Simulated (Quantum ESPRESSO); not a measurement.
## Ru: equation of state with PBE

The system is Ru.

```
CELL_PARAMETERS angstrom
0.00000 1.91500 1.91500
1.91500 0.00000 1.91500
1.91500 1.91500 0.00000
ATOMIC_POSITIONS crystal
Ru 0.00000 0.00000 0.00000
```

This isn't the form of Ru at room conditions, which is hcp.

* Program: Quantum ESPRESSO 7.5
* Task: equation of state
* Functional: PBE
* Potentials or basis: SSSP 1.3 efficiency PBE
* Cutoff: 816 eV
* Density cutoff: 3265 eV
* k mesh: 12 × 12 × 12
* Occupations: fermi-dirac, width 0.05 eV
* Spin: no spin polarisation

```json
{
 "Equilibrium volume": "13.83 Å³/atom",
 "Bulk modulus": "307 GPa",
 "Pressure derivative of the bulk modulus": "4.9"
}
```

Energy against volume, from the lowest point:
```csv
volume (Å³/atom),energy (meV/atom)
13.203,29.77
13.484,8.54
13.765,0.00
14.045,2.70
14.326,15.42
14.607,37.00
14.888,66.46
```

All runs of the series together: 31 s on 1 thread of Intel(R) Xeon(R) 6975P-C (Granite Rapids), on a shared host.
